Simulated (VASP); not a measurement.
# Na (I4/mmm) in VASP: further runs

Runs on Na. Level: PBE. Tasks: single point.

Program: VASP 6.6.1. These are calculated values, not measurements. Logs are shortened: lines on timing, memory, paths and dates and some standing lists are left out, and cuts for length are marked.

## 1. The cell of the first run

Symmetry: I4/mmm, No. 139, tetragonal system. The conventional cell has a = 4.457 Å, b = 4.457 Å, c = 4.235 Å, α = 90.00°, β = 90.00°, γ = 90.00°. Around Na (site symmetry 4/mmm) lie 10 Na at 3.80 to 4.24 Å.

## 2. Single point, PBE (strain +0.0525 x Voigt [1, 1, 0, 0, 0, 0], atoms carried along)

File INCAR:

```
  PREC = Accurate
  ENCUT = 520
  EDIFF = 1E-6
  ISMEAR = 0
  SIGMA = 0.15
  LREAL = False
  LASPH = True
  NELM = 80
  ALGO = Fast
  ISIF = 2
  LWAVE = False
  LCHARG = False
  GGA = PE
  NBANDS = 10
```

File KPOINTS:

```
Automatic mesh
0
Gamma
  16 16 16
```

File POSCAR:

```
Na
1.0
   -2.2286687500      2.2286687500      2.1175000000
    2.2286687500     -2.2286687500      2.1175000000
    2.2286687500      2.2286687500     -2.1175000000
Na
1
Direct
    0.0000000000      0.0000000000      0.0000000000
```

Potentials or basis: VASP PAW PBE potentials, release 64 (Na_pv).

The run is started by

```sh
cat potpaw_PBE.64/Na_pv/POTCAR > POTCAR
mpirun -np 1 vasp_std > vasp.out
```

OUTCAR:

```text
PREC = Accurate
   ENCUT = 520
   EDIFF = 1E-6
   ISMEAR = 0
   LREAL = False
   LASPH = True
   NELM = 80
   ISIF = 2
   GGA = PE

 ion  position               nearest neighbor table
   1  0.000  0.000  0.000-

  LATTYP: Found a body centered tetragonal cell.
 ALAT       =     4.4573375000
 C/A-ratio  =     0.9501187648

  Lattice vectors:

 A1 = (  -2.2286687500,   2.2286687500,   2.1175000000)
 A2 = (   2.2286687500,  -2.2286687500,   2.1175000000)
 A3 = (   2.2286687500,   2.2286687500,  -2.1175000000)

Analysis of symmetry for initial positions (statically):
=====================================================================
 Subroutine PRICEL returns:
 Original cell was already a primitive cell.

 Routine SETGRP: Setting up the symmetry group for a
 body centered tetragonal supercell.

 Subroutine GETGRP returns: Found 16 space group operations
 (whereof 16 operations were pure point group operations)
 out of a pool of 16 trial point group operations.

The static configuration has the point symmetry D_4h.

Analysis of symmetry for dynamics (positions and initial velocities):
=====================================================================
 Subroutine PRICEL returns:
 Original cell was already a primitive cell.

 Routine SETGRP: Setting up the symmetry group for a
 body centered tetragonal supercell.

 Subroutine GETGRP returns: Found 16 space group operations
 (whereof 16 operations were pure point group operations)
 out of a pool of 16 trial point group operations.

The dynamic configuration has the point symmetry D_4h.

 Subroutine INISYM returns: Found 16 space group operations
 (whereof 16 operations are pure point group operations),
 and found     1 'primitive' translations

----------------------------------------------------------------------------------------

                                     Primitive cell

  volume of cell :      42.0702

  direct lattice vectors                    reciprocal lattice vectors
    -2.228668750  2.228668750  2.117500000     0.000000000  0.224349177  0.236127509
     2.228668750 -2.228668750  2.117500000     0.224349177  0.000000000  0.236127509
     2.228668750  2.228668750 -2.117500000     0.224349177  0.224349177  0.000000000

  length of vectors
     3.797069270  3.797069270  3.797069270     0.325712686  0.325712686  0.317277649

  position of ions in fractional coordinates (direct lattice)
     0.000000000  0.000000000  0.000000000

  ion indices of the primitive-cell ions
   primitive index   ion index
                 1           1

----------------------------------------------------------------------------------------

 KPOINTS: Automatic mesh

Automatic generation of k-mesh.
 Grid dimensions read from file:
 generate k-points for:   16   16   16

 Generating k-lattice:

  Cartesian coordinates                     Fractional coordinates (reciprocal lattice)
     0.000000000  0.014021824  0.014757969     0.062500000  0.000000000 -0.000000000
     0.014021824  0.000000000  0.014757969     0.000000000  0.062500000 -0.000000000
     0.014021824  0.014021824  0.000000000     0.000000000  0.000000000  0.062500000

  Length of vectors
     0.020357043  0.020357043  0.019829853

  Shift w.r.t. Gamma in fractional coordinates (k-lattice)
     0.000000000  0.000000000  0.000000000

 Subroutine IBZKPT returns following result:
 ===========================================

 Found    349 irreducible k-points:

 Following reciprocal coordinates:
            Coordinates               Weight
  0.000000  0.000000  0.000000      1.000000
  0.062500  0.000000  0.000000      8.000000
  0.125000  0.000000  0.000000      8.000000
  0.187500  0.000000  0.000000      8.000000
  0.250000  0.000000  0.000000      8.000000
  0.312500 -0.000000  0.000000      8.000000
[... 16 lines left out ...]
 -0.125000  0.062500  0.000000     16.000000
 -0.062500  0.062500  0.000000      4.000000
 [... further k-points ...]
   k-points           NKPTS =    349   k-points in BZ     NKDIM =    349   number of bands    NBANDS=     10
   number of dos      NEDOS =    301   number of ions     NIONS =      1
   total plane-waves  NPLWV =  21952
   dimension x,y,z NGX =    28 NGY =   28 NGZ =   28
   dimension x,y,z NGXF=    56 NGYF=   56 NGZF=   56
   ions per type =               1
   NGX,Y,Z   is equivalent  to a cutoff of  12.26, 12.26, 12.26 a.u.
   NGXF,Y,Z  is equivalent  to a cutoff of  24.52, 24.52, 24.52 a.u.
 SYSTEM =  unknown system
   PREC   = accura    normal or accurate (medium, high low for compatibility)
   ISTART =      0    job   : 0-new  1-cont  2-samecut
   ICHARG =      2    charge: 1-file 2-atom 10-const
   ISPIN  =      1    spin polarized calculation?
   LNONCOLLINEAR =      F non collinear calculations
   LSORBIT =      F    spin-orbit coupling
   LASPH  =      T    aspherical Exc in radial PAW
   ENCUT  =  520.0 eV  38.22 Ry    6.18 a.u.   7.06  7.06  7.06*2*pi/ulx,y,z
   NELM   =     80;   NELMIN=  2; NELMDL= -5     # of ELM steps
   EDIFF  = 0.1E-05   stopping-criterion for ELM
   LREAL  =      F    real-space projection
   EDIFFG = 0.1E-04   stopping-criterion for IOM
   NSW    =      0    number of steps for IOM
   IBRION =     -1    ionic relax: 0-MD 1-quasi-New 2-CG
   NFREE  =      0    steps in history (QN), initial steepest desc. (CG)
   ISIF   =      2    stress and relaxation
   ISYM   =      2    0-nonsym 1-usesym 2-fastsym
   POTIM  = 0.5000    time-step for ionic-motion
   TEBEG  =    0.0;   TEEND  =   0.0 temperature during run
   PSTRESS=    0.0 pullay stress
   NELECT =       7.0000    total number of electrons
   NUPDOWN=      -1.0000    fix difference up-down
   EMIN   =  10.00;   EMAX   =-10.00  energy-range for DOS
   EFERMI =   0.00;   METHOD = LEGACY
   ISMEAR =     0;   SIGMA  =   0.15  broadening in eV -4-tet -1-fermi 0-gaus
   EFERMI_NEDOS =   21; number of points for ismear=-14 and -15
   IALGO  =     68    algorithm
   IMIX   =      4    mixing-type and parameters
     AMIX     =   0.40;   BMIX     =  1.00
     AMIX_MAG =   1.60;   BMIX_MAG =  1.00
  volume/ion in A,a.u.               =      42.07       283.90
  Fermi-wavevector in a.u.,A,eV,Ry     =   0.900429  1.701564 11.031222  0.810772
  Thomas-Fermi vector in A             =   2.023385
   LORBIT       =      0    0 simple, 1 ext, 2 COOP (PROOUT), +10 PAW based schemes
   GGA     = PE    functional components
   LHFCALC =     F    Hartree Fock is set to
   AEXX    =    0.0000 exact exchange contribution
   IVDW    =     0    specifies the selected vdW correction
   LEPSILON=     F    determine dielectric tensor
   LRPA    =     F    only Hartree local field effects (RPA)
 non-spin polarized calculation
 RMM-DIIS sequential band-by-band and
 Gauss-broadening in eV      SIGMA  =   0.15
  energy-cutoff  :      520.00
  volume of cell :       42.07
 maximum number of plane-waves:      1160
   NGX = 15   NGY = 15   NGZ = 15

 number of electron       6.9999994 magnetization

 Free energy of the ion-electron system (eV)
  ---------------------------------------------------
  ext. energy  EPLUGINS =         0.00000000
  ---------------------------------------------------
  free energy    TOTEN  =        -1.29998125 eV

  energy without entropy =       -1.29453260  energy(sigma->0) =       -1.29725693

 E-fermi :  -0.0118     XC(G=0):  -6.1824

 val. band max:       -0.0408748011   @ k =   0.5000   0.1875  -0.0000
 cond. band min:       0.0025142614   @ k =  -0.3125   0.3750   0.2500
 fundamental gap:      0.0433890625
 Fermi energy:        -0.0117788784

 k-point     1 :       0.0000    0.0000    0.0000
  band No.  band energies     occupation
      1     -25.0202      2.00000
      2     -25.0201      2.00000
      3     -25.0201      2.00000
      4      -3.0322      2.00000
      5      10.4575      0.00000
      6      11.1871      0.00000
      7      11.1871      0.00000
      8      11.5067      0.00000
      9      11.8405      0.00000
     10      11.8471      0.00000

 k-point     2 :       0.0625    0.0000    0.0000
  band No.  band energies     occupation
      1     -25.0210      2.00000
      2     -25.0204      2.00000
      3     -25.0202      2.00000
      4      -2.9679      2.00000
      5      10.0869      0.00000
      6      10.2147      0.00000
      7      10.7604      0.00000
      8      10.9476      0.00000
      9      11.6513      0.00000
     10      12.2536      0.00000

 k-point     3 :       0.1250    0.0000    0.0000
  band No.  band energies     occupation
      1     -25.0235      2.00000
      2     -25.0213      2.00000
      3     -25.0202      2.00000
      4      -2.7757      2.00000
      5       8.6683      0.00000
      6       9.4744      0.00000
      7      10.0957      0.00000
      8      10.2848      0.00000
      9      11.1996      0.00000
     10      12.5028      0.00000

 k-point     4 :       0.1875    0.0000    0.0000
  band No.  band energies     occupation
      1     -25.0271      2.00000
      2     -25.0226      2.00000
      3     -25.0203      2.00000
      4      -2.4567      2.00000
      5       7.1505      0.00000
      6       8.8971      0.00000
      7       9.4947      0.00000
      8       9.6943      0.00000
      9      10.7254      0.00000
     10      12.7573      0.00000

 k-point     5 :       0.2500    0.0000    0.0000
  band No.  band energies     occupation
      1     -25.0314      2.00000
      2     -25.0241      2.00000
      3     -25.0203      2.00000
      4      -2.0130      2.00000
      5       5.7152      0.00000
      6       8.4042      0.00000
      7       9.0000      0.00000
      8       9.2070      0.00000
      9      10.2690      0.00000
     10      13.0850      0.00000

 k-point     6 :       0.3125   -0.0000    0.0000
  band No.  band energies     occupation
      1     -25.0356      2.00000
      2     -25.0256      2.00000
      3     -25.0204      2.00000
      4      -1.4474      2.00000
      5       4.3757      0.00000
      6       8.0114      0.00000
      7       8.6177      0.00000
      8       8.8282      0.00000
      9       9.8772      0.00000
     10      13.5069      0.00000
[... 183 lines left out ...]
 k-point    21 :      -0.2500    0.0625    0.0000
  band No.  band energies     occupation
      1     -25.0295      2.00000
      2     -25.0233      2.00000
      3     -25.0205      2.00000
      4      -2.2157      2.00000
      5       6.4786      0.00000
      6       7.7764      0.00000
      7       9.2031      0.00000
      8       9.7637      0.00000
      9      11.2433      0.00000
     10      12.6959      0.00000

 k-point    22 :      -0.1875    0.0625    0.0000
  band No.  band energies     occupation
      1     -25.0256      2.00000
      2     -25.0218      2.00000
      3     -25.0205      2.00000
      4      -2.5939      2.00000
      5       7.8920      0.00000
      6       8.3705      0.00000
      7       9.7630      0.00000
      8      10.2724      0.00000
      9      11.6247      0.00000
     10      12.3913      0.00000

 k-point    23 :      -0.1250    0.0625    0.0000
  band No.  band energies     occupation
      1     -25.0227      2.00000
      2     -25.0208      2.00000
      3     -25.0203      2.00000
      4      -2.8463      2.00000
      5       8.8532      0.00000
      6       9.5706      0.00000
      7      10.3915      0.00000
      8      10.7969      0.00000
      9      11.6821      0.00000
     10      12.3356      0.00000

 k-point    24 :      -0.0625    0.0625    0.0000
  band No.  band energies     occupation
      1     -25.0210      2.00000
      2     -25.0205      2.00000
      3     -25.0201      2.00000
      4      -2.9712      2.00000
      5       9.5740      0.00000
      6      10.7915      0.00000
      7      10.8913      0.00000
      8      11.0835      0.00000
      9      11.5869      0.00000
     10      11.9021      0.00000

 [... further k-points ...]

------------------------ aborting loop because EDIFF is reached ----------------------------------------

  FORCE on cell =-STRESS in cart. coord.  units (eV):
  Direction    XX          YY          ZZ          XY          YZ          ZX
  --------------------------------------------------------------------------------------
  -------------------------------------------------------------------------------------
  Total       -0.2139690     -0.2139690     -0.1920759      0.0000000     -0.0000000      0.0000000
  in kB       -8.1486735     -8.1486735     -7.3149089      0.0000000     -0.0000000      0.0000000
  external PRESSURE =      -7.8707520 kB  Pullay stress =       0.0000000 kB

 VOLUME and BASIS-vectors are now :
 -----------------------------------------------------------------------------
  energy-cutoff  :      520.00
  volume of cell :       42.07
      direct lattice vectors                 reciprocal lattice vectors
    -2.228668750  2.228668750  2.117500000     0.000000000  0.224349177  0.236127509
     2.228668750 -2.228668750  2.117500000     0.224349177  0.000000000  0.236127509
     2.228668750  2.228668750 -2.117500000     0.224349177  0.224349177  0.000000000

 POSITION                                       TOTAL-FORCE (eV/Angst)
 -----------------------------------------------------------------------------------
      0.00000      0.00000      0.00000         0.000000      0.000000     -0.000000
 -----------------------------------------------------------------------------------
    total drift:                               -0.000000     -0.000000     -0.000000

  FREE ENERGIE OF THE ION-ELECTRON SYSTEM (eV)
  ---------------------------------------------------
  free  energy   TOTEN  =        -1.2999812524 eV

  energy  without entropy=       -1.2945326049  energy(sigma->0) =       -1.29725693
```

It took 75 s on 1 thread of Intel Xeon Platinum 8259CL at 2.50GHz (Skylake/Cascade Lake), shared host; peak memory 0.23 GiB.

What came out:

```
Free energy            : -1.3000 eV
Pressure               : -0.8 GPa
Band gap on the k mesh : none (metal or under the smearing width)
```

Stress tensor (GPa, compression positive):
```
-0.81  0.00  0.00
 0.00 -0.81  0.00
 0.00  0.00 -0.73
```

## 3. Single point, PBE (strain +0.0450 x Voigt [1, 1, 0, 0, 0, 0], atoms carried along)

File INCAR:

```
ALGO     = Normal         # electronic algorithm
EDIFF    = 1E-7           # SCF threshold, eV
ENCUT    = 520            # plane-wave cutoff, eV
GGA      = PE             # functional
ISIF     = 2              # what is computed and relaxed
ISMEAR   = 0              # smearing method
LASPH    = True           # aspherical terms in the spheres
LCHARG   = True           # write CHGCAR
LELF     = True           # ELF
LREAL    = False          # projectors in reciprocal space
LVHAR    = True         
LWAVE    = False          # write WAVECAR
NBANDS   = 10             # bands
NELM     = 80             # most SCF steps
PREC     = Accurate       # precision mode
SIGMA    = 0.15           # smearing width, eV
```

File KPOINTS:

```
k-points
0
Gamma
  16 16 16
```

File POSCAR:

```
Na
1.0
   -2.2127875000      2.2127875000      2.1175000000
    2.2127875000     -2.2127875000      2.1175000000
    2.2127875000      2.2127875000     -2.1175000000
Na
1
Direct
    0.0000000000      0.0000000000      0.0000000000
```

Potentials or basis: VASP PAW PBE potentials, release 64 (Na_pv).

The run is started by

```sh
cat potpaw_PBE.64/Na_pv/POTCAR > POTCAR
mpirun -np 1 vasp_std > vasp.out
```

Run time: 66 s. Hardware: 1 thread of Intel Xeon Platinum 8259CL at 2.50GHz (Skylake/Cascade Lake), shared host; peak memory 0.24 GiB.

It converged, with:

```
Free energy            : -1.3029 eV
Pressure               : -0.7 GPa
Band gap on the k mesh : none (metal or under the smearing width)
```

Levels at points of the mesh, in eV from the Fermi level:
```tsv
k point	band 1	band 2	band 3	band 4	band 5	band 6
(0.00, 0.00, 0.00)	-25.00	-25.00	-25.00	-3.05	10.62	11.25
(0.50, 0.00, 0.00)	-25.02	-25.00	-25.00	0.79	1.17	7.59
(0.50, 0.50, 0.00)	-25.02	-25.00	-25.00	0.64	0.97	8.12
(0.50, 0.50, 0.50)	-25.01	-25.01	-25.01	4.17	4.30	4.30
```
